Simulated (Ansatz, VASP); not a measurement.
WC in VASP and in Ansatz

Contents of INCAR:

```
SYSTEM = WC
  ALGO = Normal
  EDIFF = 1E-6
  ENCUT = 520
  GGA = PE
  ISIF = 2
  ISMEAR = -1
  LASPH = .True.
  LCHARG = .True.
  LELF = .True.
  LREAL = .False.
  LVHAR = .True.
  LWAVE = .False.
  NBANDS = 26
  NELM = 100
  PREC = Accurate
  SIGMA = 0.05
```

The input KPOINTS:

```
k-points
0
Gamma
  12 12 7
  0 0 0
```

Contents of POSCAR:

```
WC
1.0
    3.1256113096      0.0000000000      0.0000000000
   -1.5628056548      2.7068587965      0.0000000000
    0.0000000000      0.0000000000      5.9935197938
W C
2 2
Direct
    0.3333333333      0.6666666667      0.0223637183
    0.6666666667      0.3333333333      0.5223637183
    0.3333333333      0.6666666667      0.3536362817
    0.6666666667      0.3333333333      0.8536362817
```

Input for Ansatz:

```yaml
crystal:
  lattice:
    - [3.1256113096, 0.0, 0.0]
    - [-1.5628056548, 2.7068587965, 0.0]
    - [0.0, 0.0, 5.9935197938]
  atoms:
    - { symbol: W, position: [0.3333333333, 0.6666666667, 0.0223637183] }
    - { symbol: W, position: [0.6666666667, 0.3333333333, 0.5223637183] }
    - { symbol: C, position: [0.3333333333, 0.6666666667, 0.3536362817] }
    - { symbol: C, position: [0.6666666667, 0.3333333333, 0.8536362817] }
kpoints:
  mp_grid: { grid: [12, 12, 7] }
  band_path:
    path:
      - [0.0, 0.0, 0.0]
      - [0.5, 0.0, 0.0]
      - [0.3333333333, 0.3333333333, 0.0]
      - [0.0, 0.0, 0.0]
      - [0.0, 0.0, 0.5]
      - [0.5, 0.0, 0.5]
      - [0.3333333333, 0.3333333333, 0.5]
      - [0.0, 0.0, 0.5]
      - [0.5, 0.0, 0.5]
    npoints: 8
scf:
  occupations: { method: fermi_dirac, width: 0.05 }
hamiltonian:
  xc: pbe
  pseudopotentials: { kind: all_electron, lapw: { basis_error: 0.001 } }
output:
  forces: true
  stress: true
  eigenvalues: true
  populations: true
  dos: { projected: true, de: 0.2, e_range: [-14, 8] }
```

Measurements of this composition are mostly on another form, of space group No. 187.

Alike in both runs: task single point; functional PBE; k mesh 12 × 12 × 7; occupations fermi-dirac, width 0.05 eV; no spin polarisation.

|  | VASP | Ansatz |
| --- | --- | --- |
| version | VASP 6.6.1 | Ansatz 0.2.0 |
| potentials or method | VASP PAW PBE potentials, release 64 (W_sv, C) | all-electron LAPW, scalar-relativistic |
| plane-wave cutoff (eV) | 520 | see its input |

VASP gave:

- pressure (GPa): 0.7
- largest component of the traceless stress (GPa): 0.24

Problem. Estimate Ansatz's values.

Solution. Pressure (GPa): 0.0; largest component of the traceless stress (GPa): 0.04.

Ansatz ran all-electron here, so the differences hold the error of VASP's frozen core and of both bases.

The runs have no spin-orbit coupling, so splittings on W are missing.
